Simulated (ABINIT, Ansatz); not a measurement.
**KF (Carobbiite): Raman and infrared activity**

Aim: Raman and infrared lines of KF (Carobbiite).

Main program and level: ABINIT 10.8.3; DFT LDA, scalar-relativistic, plane waves, PseudoDojo norm-conserving pseudopotentials.

## Step 1: Starting point

The structure is cubic, space group Fm-3m (No. 225). The conventional cell has a = 5.159 Å, b = 5.159 Å, c = 5.159 Å, α = 90.00°, β = 90.00°, γ = 90.00°. Nearest to K lie 6 F at 2.58 Å. Nearest to F lie 6 K at 2.58 Å. Farther neighbours and most contacts between anions are not listed.

Coordinates:

```cif
data_structure
_symmetry_space_group_name_H-M 'P 1'
_symmetry_Int_Tables_number 1
_cell_length_a 3.6479
_cell_length_b 3.6479
_cell_length_c 3.6479
_cell_angle_alpha 60.000
_cell_angle_beta 60.000
_cell_angle_gamma 60.000
_cell_volume 34.33
loop_
_atom_site_label
_atom_site_type_symbol
_atom_site_fract_x
_atom_site_fract_y
_atom_site_fract_z
_atom_site_occupancy
K1 K 0.00000 0.00000 0.00000 1
F2 F 0.50000 0.50000 0.50000 1
```

## Step 2: Relaxing the cell and atoms

The harmonic expansion needs vanishing forces, and a free crystal bears no stress, so cell and atoms are brought to rest. Stress is more sensitive to the basis than forces are: the last 3 Ha under the cutoff are smoothed with ecutsm, and the cutoff is raised above that of the later runs.

The starting cell comes from a relaxation made beforehand in Ansatz (LDA, PseudoDojo NC).

Contents of relax.abi:

```
# relaxation
ionmov 2
optcell 2
dilatmx 1.08
ntime 40
tolmxf 1.0d-05
tolvrs 1.0d-14
prtwf 0
prtden 0
chksymtnons 0

# basis, mesh and filling
ecut 42.0
ecutsm 3.0
ngkpt 8 8 8
nshiftk 1
shiftk 0.0 0.0 0.0
istwfk *1
occopt 1
nband 8
nstep 100
diemac 9.0
prtebands 0
prtgsr 0

# cell and atoms
acell 3*1.0 Angstrom
rprim 
    0.0 2.579452185 2.579452185
    2.579452185 0.0 2.579452185
    2.579452185 2.579452185 0.0
ntypat 2
znucl 19 9
natom 2
typat 1 2
xred 
    0.0 0.0 0.0
    0.5 0.5 0.5
pp_dirpath "./pseudo"
pseudos "K.upf, F.upf"
```

Started as:

```bash
OMP_NUM_THREADS=1 mpirun -n 4 abinit relax.abi > relax.log
```

Numbers of over 12 decimals in the logs are rounded to 6 here.

relax.abo, the main output file:

```text
[banners, grids, parts of the stress and lines that vanish by symmetry left out]
- input  file    -> relax.abi
- output file    -> relax.abo
- root for input  files -> relaxi
[...]
Symmetries : space group Fm -3 m (#225); Bravais cF (face-center cubic)
[...]
mpw =        3828          nfft =       91125          nkpt =          29
[...]
== DATASET  1 ==================================================================
[...]
cutoff_energies: {ecut:  42.0, pawecutdg:  -1.0, }
[...]
ETOT  1  -54.513970555756    -5.451E+01 3.746E-01 3.118E+02
 ETOT  2  -54.591779161324    -7.781E-02 4.248E-03 1.128E+02
 ETOT  3  -54.610598294615    -1.882E-02 2.937E-04 4.168E+01
 ETOT  4  -54.615665430597    -5.067E-03 8.748E-05 5.933E+00
 ETOT  5  -54.616473531152    -8.081E-04 6.452E-06 1.118E-02
[...]
At SCF step   15       vres2   =  2.83E-18 < tolvrs=  1.00E-14 =>converged.
[...]
sigma(1 1)=  5.39930919E-07  sigma(3 2)=  0.00000000E+00
  sigma(2 2)=  5.39930919E-07  sigma(3 1)=  0.00000000E+00
  sigma(3 3)=  5.39930919E-07  sigma(2 1)=  0.00000000E+00
[...]
convergence: {deltae:  7.816E-13, res2:  2.834E-18, residm:  1.334E-20, diffor: null, }
etotal    :  -5.46164752E+01
[...]
ETOT  1  -54.616475208163    -5.462E+01 3.865E-11 2.875E-04
[...]
At SCF step    8       vres2   =  5.78E-15 < tolvrs=  1.00E-14 =>converged.
[...]
sigma(1 1)=  4.67599835E-07  sigma(3 2)=  0.00000000E+00
  sigma(2 2)=  4.67599835E-07  sigma(3 1)=  0.00000000E+00
  sigma(3 3)=  4.67599835E-07  sigma(2 1)=  0.00000000E+00
[...]
convergence: {deltae:  2.842E-14, res2:  5.780E-15, residm:  7.634E-19, diffor: null, }
etotal    :  -5.46164753E+01
[...]
ETOT  1  -54.616473468945    -5.462E+01 1.878E-05 1.199E-02
[...]
ETOT  8  -54.616475267944    -2.913E-13 3.242E-17 2.727E-13
 ETOT  9  -54.616475267944    -1.279E-13 6.684E-19 1.821E-15
 At SCF step    9       vres2   =  1.82E-15 < tolvrs=  1.00E-14 =>converged.
[...]
sigma(1 1)= -2.12284288E-10  sigma(3 2)=  0.00000000E+00
  sigma(2 2)= -2.12284287E-10  sigma(3 1)=  0.00000000E+00
  sigma(3 3)= -2.12284288E-10  sigma(2 1)=  0.00000000E+00
[...]
convergence: {deltae: -1.279E-13, res2:  1.821E-15, residm:  6.684E-19, diffor: null, }
etotal    :  -5.46164753E+01
[...]
At Broyd/MD step   3, gradients are converged :
[...]
sigma(1 1)= -2.12284288E-10  sigma(3 2)=  0.00000000E+00
  sigma(2 2)= -2.12284287E-10  sigma(3 1)=  0.00000000E+00
  sigma(3 3)= -2.12284288E-10  sigma(2 1)=  0.00000000E+00
[...]
- sigma(1 1)= -6.24561939E-06  sigma(3 2)=  0.00000000E+00
- sigma(2 2)= -6.24561936E-06  sigma(3 1)=  0.00000000E+00
- sigma(3 3)= -6.24561939E-06  sigma(2 1)=  0.00000000E+00
[...]
fcart     -0.0000000000E+00 -0.0000000000E+00 -0.0000000000E+00
           strten     -2.1228428824E-10 -2.1228428737E-10 -2.1228428824E-10
================================================================================

[key lines of the parts left out:]
pressure_GPa:   6.2456E-06
Total energy (etotal) [Ha]= -5.46164752679437E+01
```

It took 34 s on 4 MPI ranks of Arm Neoverse V1, shared host.

Little changed from the start: no atom moved by 0.005 Å and no cell edge by 0.1 %.

Numbers from this step:

```yaml
volume_per_atom: 17.16 Å³
pressure: 6.25e-6 GPa
```

## Step 3: Self-consistent run for the response

First-order wavefunctions inherit every error of the ground state, hence the very tight tolvrs. The mesh is shifted off Γ, since shifted meshes converge sums over the zone faster.

Contents of gs.abi:

```
# ground state
tolvrs 1.0d-16
prtden 1
prtwf 1

# basis, mesh and filling
ecut 34.0
ngkpt 6 6 6
nshiftk 4
shiftk 
    0.5 0.5 0.5
    0.5 0.0 0.0
    0.0 0.5 0.0
    0.0 0.0 0.5
istwfk *1
occopt 1
nband 8
nstep 100
diemac 9.0
prtebands 0
prtgsr 0

# cell and atoms
acell 3*1.0 Angstrom
rprim 
    0.0 2.579140396 2.579140396
    2.579140396 0.0 2.579140396
    2.579140396 2.579140396 0.0
ntypat 2
znucl 19 9
natom 2
typat 1 2
xred 
    0.0 0.0 0.0
    0.5 0.5 0.5
pp_dirpath "./pseudo"
pseudos "K.upf, F.upf"
```

Started as:

```bash
OMP_NUM_THREADS=1 mpirun -n 4 abinit gs.abi > gs.log
```

gs.abo, the main output file:

```text
[banners, grids, parts of the stress and lines that vanish by symmetry left out]
- input  file    -> gs.abi
- output file    -> gs.abo
- root for input  files -> gsi
[...]
Symmetries : space group Fm -3 m (#225); Bravais cF (face-center cubic)
[...]
mpw =        2202          nfft =       64000          nkpt =          28
[...]
== DATASET  1 ==================================================================
[...]
cutoff_energies: {ecut:  34.0, pawecutdg:  -1.0, }
[...]
ETOT  1  -54.492430540917    -5.449E+01 2.761E-01 2.119E+02
 ETOT  2  -54.594187634721    -1.018E-01 3.757E-04 6.715E+01
 ETOT  3  -54.609488326334    -1.530E-02 2.565E-04 2.852E+01
 ETOT  4  -54.614543086060    -5.055E-03 7.581E-05 3.497E+00
 ETOT  5  -54.615246517401    -7.034E-04 4.677E-06 6.901E-03
[...]
ETOT 13  -54.615248211653     1.791E-12 2.325E-18 1.704E-14
 ETOT 14  -54.615248211654    -1.052E-12 3.676E-20 8.852E-17
 At SCF step   14       vres2   =  8.85E-17 < tolvrs=  1.00E-16 =>converged.
[...]
sigma(1 1)=  6.25240422E-05  sigma(3 2)=  0.00000000E+00
  sigma(2 2)=  6.25240422E-05  sigma(3 1)=  0.00000000E+00
  sigma(3 3)=  6.25240422E-05  sigma(2 1)=  0.00000000E+00
[...]
convergence: {deltae: -1.052E-12, res2:  8.852E-17, residm:  3.676E-20, diffor: null, }
etotal    :  -5.46152482E+01
[...]
sigma(1 1)=  6.25240422E-05  sigma(3 2)=  0.00000000E+00
  sigma(2 2)=  6.25240422E-05  sigma(3 1)=  0.00000000E+00
  sigma(3 3)=  6.25240422E-05  sigma(2 1)=  0.00000000E+00
[...]
- sigma(1 1)=  1.83952083E+00  sigma(3 2)=  0.00000000E+00
- sigma(2 2)=  1.83952083E+00  sigma(3 1)=  0.00000000E+00
- sigma(3 3)=  1.83952083E+00  sigma(2 1)=  0.00000000E+00
[...]
fcart     -0.0000000000E+00 -0.0000000000E+00 -0.0000000000E+00
           strten      6.2524042183E-05  6.2524042183E-05  6.2524042183E-05
================================================================================

[key lines of the parts left out:]
pressure_GPa:  -1.8395E+00
```

It took 9.2 s on 4 MPI ranks.

Read from the output:

- pressure: -1.840 GPa

The cell stands at -1.8 GPa: the relaxation ran with a smoothed and higher cutoff and on another k mesh.

## Step 4: The gap at rest

Empty bands on the ground state's density check that the gap assumed so far is there in this cell.

Contents of gap.abi:

```
# empty bands on the ground state's density
iscf -2
getden_filepath "gso_DEN"
tolwfr 1.0d-12
nbdbuf 2
prtwf 0

# basis, mesh and filling
ecut 34.0
ngkpt 8 8 8
nshiftk 1
shiftk 0.0 0.0 0.0
istwfk *1
occopt 1
nband 12
nstep 100
diemac 9.0
prtebands 0
prtgsr 0

# cell and atoms
acell 3*1.0 Angstrom
rprim 
    0.0 2.579140396 2.579140396
    2.579140396 0.0 2.579140396
    2.579140396 2.579140396 0.0
ntypat 2
znucl 19 9
natom 2
typat 1 2
xred 
    0.0 0.0 0.0
    0.5 0.5 0.5
pp_dirpath "./pseudo"
pseudos "K.upf, F.upf"
```

Started as:

```bash
OMP_NUM_THREADS=1 mpirun -n 4 abinit gap.abi > gap.log
```

gap.abo, the main output file:

```text
[banners, grids, parts of the stress and lines that vanish by symmetry left out]
- input  file    -> gap.abi
- output file    -> gap.abo
- root for input  files -> gapi
[...]
Symmetries : space group Fm -3 m (#225); Bravais cF (face-center cubic)
[...]
mpw =        2209          nfft =       64000          nkpt =          29
[...]
== DATASET  1 ==================================================================
[...]
cutoff_energies: {ecut:  34.0, pawecutdg:  -1.0, }
[...]
-outvars: echo values of variables after computation
            acell      1.8897261259E+00  1.8897261259E+00  1.8897261259E+00 Bohr
================================================================================
```

The job ended after 8 s (4 MPI ranks; 32 s of CPU time).

Read from the output:

* gap on the k-mesh: 6.395 eV

In this cell the gap on the mesh is 6.4 eV, direct, so fixed occupations hold.

## Step 5: Linear response at Γ

The derivative of the wavefunctions by k comes first, since the response to a field is built on it; then the field and the displacements that symmetry doesn't supply are solved at q = 0. By the 2n+1 theorem the first-order wavefunctions also give third derivatives: Raman tensors and the non-linear susceptibility.

It reads the wavefunctions written in step 3.

Contents of dfpt_gamma.abi:

```
ndtset 3

# common to the responses
getwfk_filepath "gso_WFK"
kptopt 2
nqpt 1
qpt 0.0 0.0 0.0
asr 0
chneut 0

# d/dk
rfelfd1 2
rfdir1 1 1 1
iscf1 -3
tolwfr1 1.0d-20

# displacements, field
rfphon2 1
rfatpol2 1 2
rfdir2 1 1 1
rfelfd2 3
getddk2 1
tolvrs2 1.0d-10
prepanl2 1
prtden2 1

# third order
optdriver3 5
getden_filepath3 "gso_DEN"
get1den3 2
get1wf3 2
getddk3 1
d3e_pert1_elfd3 1
d3e_pert1_phon3 1
d3e_pert1_atpol3 1 2
d3e_pert1_dir3 1 1 1
d3e_pert2_elfd3 1
d3e_pert2_dir3 1 1 1
d3e_pert3_elfd3 1
d3e_pert3_dir3 1 1 1
usepead3 1
tolvrs3 1.0d-10

# basis, mesh and filling
ecut 34.0
ngkpt 6 6 6
nshiftk 4
shiftk 
    0.5 0.5 0.5
    0.5 0.0 0.0
    0.0 0.5 0.0
    0.0 0.0 0.5
istwfk *1
occopt 1
nband 8
nstep 100
diemac 9.0
prtebands 0
prtgsr 0

# cell and atoms
acell 3*1.0 Angstrom
rprim 
    0.0 2.579140396 2.579140396
    2.579140396 0.0 2.579140396
    2.579140396 2.579140396 0.0
ntypat 2
znucl 19 9
natom 2
typat 1 2
xred 
    0.0 0.0 0.0
    0.5 0.5 0.5
pp_dirpath "./pseudo"
pseudos "K.upf, F.upf"
```

Started as:

```bash
OMP_NUM_THREADS=1 mpirun -n 4 abinit dfpt_gamma.abi > dfpt_gamma.log
```

dfpt_gamma.abo, the main output file:

```text
[banners, grids, parts of the stress and lines that vanish by symmetry left out]
- input  file    -> dfpt_gamma.abi
- output file    -> dfpt_gamma.abo
- root for input  files -> dfpt_gammai
[...]
DATASET    1 : space group Fm -3 m (#225); Bravais cF (face-center cubic)
[...]
nfft =       64000          nkpt =         432
[...]
DATASET    2 : space group Fm -3 m (#225); Bravais cF (face-center cubic)
[...]
nfft =       64000          nkpt =         432
[...]
DATASET    3 : space group Fm -3 m (#225); Bravais cF (face-center cubic)
[...]
mpw =        2202          nfft =       64000          nkpt =         432
[...]
== DATASET  1 ==================================================================
[...]
cutoff_energies: {ecut:  34.0, pawecutdg:  -1.0, }
[...]
-  9.00000   7.00000  201202                  znucl, zion, pspdat
[...]
Perturbation : derivative vs k along direction   1
[...]
-ETOT  1  -19.176829890399     -1.918E+01 2.141E-01 0.000E+00
 ETOT  2  -19.249926763051     -7.310E-02 1.837E-03 0.000E+00
 ETOT  3  -19.250561645165     -6.349E-04 8.951E-05 0.000E+00
 ETOT  4  -19.250569908829     -8.264E-06 1.291E-06 0.000E+00
 ETOT  5  -19.250570044048     -1.352E-07 6.070E-08 0.000E+00
[...]
At SCF step   14   max residual=  9.98E-21 < tolwfr=  1.00E-20 =>converged.
[...]
Perturbation : derivative vs k along direction   2
[...]
-ETOT  1  -19.176829890074     -1.918E+01 2.141E-01 0.000E+00
[...]
At SCF step   14   max residual=  9.98E-21 < tolwfr=  1.00E-20 =>converged.
[...]
Perturbation : derivative vs k along direction   3
[...]
-ETOT  1  -19.176829889749     -1.918E+01 2.141E-01 0.000E+00
[...]
At SCF step   14   max residual=  9.98E-21 < tolwfr=  1.00E-20 =>converged.
[...]
1        1       0.7306355095   -0.0000000000
     1        2       0.3653177547   -0.0000000000
     1        3       0.3653177548    0.0000000000
     2        1       0.3653177547   -0.0000000000
     2        2       0.7306355095   -0.0000000000
     2        3       0.3653177548   -0.0000000000
     3        1       0.3653177548    0.0000000000
     3        2       0.3653177548   -0.0000000000
     3        3       0.7306355095   -0.0000000000
[...]
== DATASET  2 ==================================================================
[...]
cutoff_energies: {ecut:  34.0, pawecutdg:  -1.0, }
[...]
Perturbation : displacement of atom   1   along direction   1
[...]
-ETOT  1   3.057542     -1.523E+03 4.594E+00 2.601E+02
[...]
At SCF step   11       vres2   =  3.76E-12 < tolvrs=  1.00E-10 =>converged.
[...]
Perturbation : displacement of atom   2   along direction   1
[...]
-ETOT  1   4.135589     -4.593E+03 6.984E+00 1.874E+03
[...]
At SCF step   10       vres2   =  5.35E-12 < tolvrs=  1.00E-10 =>converged.
[...]
Perturbation : homogeneous electric field along direction   1
[...]
-ETOT  1  -22.343019977180     -2.234E+01 4.606E-01 7.677E+03
[...]
At SCF step   10       vres2   =  1.59E-12 < tolvrs=  1.00E-10 =>converged.
[...]
Perturbation : homogeneous electric field along direction   2
[...]
-ETOT  1  -22.343019976764     -2.234E+01 4.606E-01 7.677E+03
[...]
At SCF step   10       vres2   =  1.59E-12 < tolvrs=  1.00E-10 =>converged.
[...]
Perturbation : homogeneous electric field along direction   3
[...]
-ETOT  1  -22.343019976348     -2.234E+01 4.606E-01 7.677E+03
[...]
ETOT  9  -25.161692142735     -2.295E-12 6.563E-14 4.137E-10
 ETOT 10  -25.161692142735     -6.395E-14 1.446E-15 1.592E-12
 At SCF step   10       vres2   =  1.59E-12 < tolvrs=  1.00E-10 =>converged.
[...]
Dielectric tensor, in cartesian coordinates,
[...]
1    4   1    4         2.0955314815        -0.0000000000
   1    4   2    4        -0.0000000000        -0.0000000000
   1    4   3    4        -0.0000000000        -0.0000000000
   2    4   1    4        -0.0000000000        -0.0000000000
   2    4   2    4         2.0955314815        -0.0000000000
   2    4   3    4        -0.0000000000        -0.0000000000
   3    4   1    4        -0.0000000000        -0.0000000000
   3    4   2    4        -0.0000000000        -0.0000000000
   3    4   3    4         2.0955314815        -0.0000000000
  Effective charges, in cartesian coordinates,
[...]
1    1   1    4         1.1508733233         0.0000000000
   2    1   1    4        -0.0000000000         0.0000000000
   3    1   1    4         0.0000000000         0.0000000000
   1    2   1    4        -1.1500598420         0.0000000000
   2    2   1    4         0.0000000000         0.0000000000
[...]
Effective charges, in cartesian coordinates,
[...]
2    4   1    2        -0.0000000000         0.0000000000
   3    4   1    2         0.0000000000         0.0000000000
   1    4   2    2        -0.0000000000         0.0000000000
   2    4   2    2        -1.1500598176         0.0000000000
   3    4   2    2        -0.0000000000         0.0000000000
   1    4   3    2         0.0000000000         0.0000000000
   2    4   3    2         0.0000000000         0.0000000000
   3    4   3    2        -1.1500598176         0.0000000000
  Phonon wavevector (reduced coordinates) :  0.00000  0.00000  0.00000
 Phonon energies in Hartree :
[...]
Phonon frequencies in cm-1    :
-  2.268551E+00  2.268551E+00  2.268551E+00  2.109397E+02  2.109397E+02
-  2.109397E+02
  Phonon at Gamma, with non-analyticity in the
[...]
Phonon energies in Hartree :
[...]
Phonon frequencies in cm-1    :
-  2.268551E+00  2.268551E+00  2.269975E+00  2.109397E+02  2.109397E+02
-  3.395898E+02
  Phonon at Gamma, with non-analyticity in the
[...]
Phonon energies in Hartree :
[...]
Phonon frequencies in cm-1    :
-  2.268551E+00  2.268551E+00  2.269975E+00  2.109397E+02  2.109397E+02
-  3.395898E+02
  Phonon at Gamma, with non-analyticity in the
[...]
Phonon energies in Hartree :
[...]
Phonon frequencies in cm-1    :
-  2.268551E+00  2.268551E+00  2.269975E+00  2.109397E+02  2.109397E+02
-  3.395898E+02
[...]
== DATASET  3 ==================================================================
[...]
cutoff_energies: {ecut:  34.0, pawecutdg:  -1.0, }
[...]
1          1       -0.000000000       -0.000000000       -0.000000000
[...]
1          2       -0.000000000       -0.000000000       -0.000000000
[...]
1          3       -0.000000000       -0.000000000       -0.000000000
[...]
2          1       -0.000000000       -0.000000000       -0.000000000
[...]
2          2       -0.000000000       -0.000000000       -0.000000000
[...]
2          3       -0.000000000       -0.000000000       -0.000000000
[...]
strten2     0.0000000000E+00  0.0000000000E+00  0.0000000000E+00
           strten3     0.0000000000E+00  0.0000000000E+00  0.0000000000E+00
================================================================================
```

The job ended after 11 min (4 MPI ranks; 45 min of CPU time).

This step gave:

- miss of the charge sum rule: 8.13e-4 e
- largest acoustic frequency at the zone centre before the sum rule: 2.27 cm⁻¹
- highest optical zone-centre mode (no LO-TO term): 210.9 cm⁻¹
- lowest optical zone-centre mode: 210.9 cm⁻¹
- mean high-frequency dielectric constant: 2.095
- largest Born charge in size (third of the trace): 1.151 e

Born charge (rows field, columns displacement), before the sum rule (e), principal values of the symmetric part by kind of site:

| atom | atoms with these values | low | middle | high | mean |
| --- | --- | --- | --- | --- | --- |
| K1 | 1 | 1.15 | 1.15 | 1.15 | 1.15 |
| F2 | 1 | -1.15 | -1.15 | -1.15 | -1.15 |

In full for K1:

```
1.15 0.00 0.00
0.00 1.15 0.00
0.00 0.00 1.15
```

High-frequency dielectric tensor:

```
2.10 0.00 0.00
0.00 2.10 0.00
0.00 0.00 2.10
```

The acoustic modes at Γ come out as far as 2.3 cm⁻¹ from zero, where they should vanish, a small numerical error; the Born charges miss their sum rule by 8.1e-4 e, which is good.

(Part 1 of 2 ends here.)

[Host names and launcher messages were left out of these logs when they were recorded.]

[Logs are printed without paths, hosts, clocks, repeated set-up lines and the standing remarks that a program may print on its own settings, such as how far it seeks lower states.]

[Hosts, paths, dates, database ids (printed as entryN), source tags and the programs' standing remarks are cut or masked in the printed files.]
